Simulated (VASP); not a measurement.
A run of VASP 6.6.1 is set up as follows.

File INCAR:

```
SYSTEM = Zr
  ALGO = Fast
  EDIFF = 1E-7
  EDIFFG = -0.01
  ENCUT = 600
  GGA = CA
  IBRION = 2
  ISIF = 4
  ISMEAR = 1
  LASPH = .TRUE.
  LCHARG = .FALSE.
  LREAL = .FALSE.
  LWAVE = .FALSE.
  NELM = 80
  NSW = 40
  PREC = Accurate
  SIGMA = 0.1
```

File KPOINTS:

```
k-points
0
G
  15 15 7
  0 0 0
```

POSCAR

```
Zr                                      
1.0
    3.1067123982      0.0000000000      0.0000000000
   -1.5533561991      2.6904918590     -0.0000000000
    0.0000000000      0.0000000000      5.0135415109
  Zr            
     2
Direct
     0.3333333332999970    0.6666666667000030    0.2500000000000000
     0.6666666667000030    0.3333333332999970    0.7500000000000000
```

Potentials or basis: VASP PAW LDA potentials, release 64 (Zr_sv).

The run is started by

```console
$ cat potpaw_LDA.64/Zr_sv/POTCAR > POTCAR
$ mpirun -np 1 vasp_std > vasp.out
```

(1) Predict the band gap on the k mesh.

(2) Estimate the energy gained by relaxing.

Answers

(1) none (metal or under the smearing width).

(2) 0.2 meV/atom.
